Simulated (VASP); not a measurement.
# GaAs: relaxation of cell and atoms with PBEsol

Crystal: GaAs.

```
CELL_PARAMETERS angstrom
0.00000 2.82685 2.82685
2.82685 0.00000 2.82685
2.82685 2.82685 0.00000
ATOMIC_POSITIONS crystal
Ga 0.00000 0.00000 0.00000
As 0.25000 0.25000 0.25000
```

| Item | Value |
| --- | --- |
| Program | VASP 6.6.1 |
| Task | relaxation of cell and atoms |
| Functional | PBEsol |
| Potentials or basis | VASP PAW PBE potentials, release 64 (Ga_d, As) |
| Cutoff | 600 eV |
| k mesh | 10 × 10 × 10 |
| Occupations | gaussian, width 0.03 eV |
| Spin | no spin polarisation |
| Further INCAR settings | ALGO = Normal; EDIFF = 1e-06; IBRION = 2; EDIFFG = -0.01; NSW = 90; ISIF = 3 |

* Relaxed volume: 22.70 Å³/atom
* Relaxed cell: a = 4.004 Å, b = 4.004 Å, c = 4.004 Å, α = 60.00°, β = 60.00°, γ = 60.00°
* Space group after relaxing (to 0.05 Å): F-43m (No. 216)
* Energy gained by relaxing: 0.1 meV/atom
* Ionic steps: 3
* Pressure after relaxing: 0.0 GPa
* Band gap on the k mesh: 0.42 eV, direct

The path:
```
step  energy change (eV)  largest force (eV/Å)  pressure (GPa)  volume (Å³)
   1              0.0000                0.0000            0.33        45.18
   2             -0.0002                0.0000           -0.18        45.48
   3             -0.0002                0.0000            0.01        45.40
```

Final structure:
```yaml
crystal:
  lattice:
    - [0.00000, 2.83140, 2.83140]
    - [2.83140, 0.00000, 2.83140]
    - [2.83140, 2.83140, 0.00000]
  atoms:
    - { symbol: Ga, position: [0.00000, 0.00000, 0.00000] }
    - { symbol: As, position: [0.25000, 0.25000, 0.25000] }
```

Levels at points of the mesh, in eV from the valence-band top:
```
           k point  band 5  band 6  band 7  band 8  band 9  band 10  band 11  band 12  band 13
(0.00, 0.00, 0.00)  -14.69  -12.72    0.00    0.00    0.00     0.42     3.69     3.69     3.69
(0.50, 0.00, 0.00)  -14.68  -10.95   -6.65   -1.14   -1.14     0.92     4.58     4.58     7.58
(0.50, 0.50, 0.00)  -14.67  -10.22   -6.83   -2.68   -2.68     1.36     1.57    10.09    10.09
```

Run time: 11 s on 4 MPI ranks on Intel(R) Xeon(R) 6975P-C (Granite Rapids) (shared host), peak memory 0.2 GiB a rank.

Caveat: the PAW data sets were made with another functional, which shifts forces and pressure a little. Expect the measured gap to be larger: semilocal functionals such as PBEsol lack the derivative discontinuity.
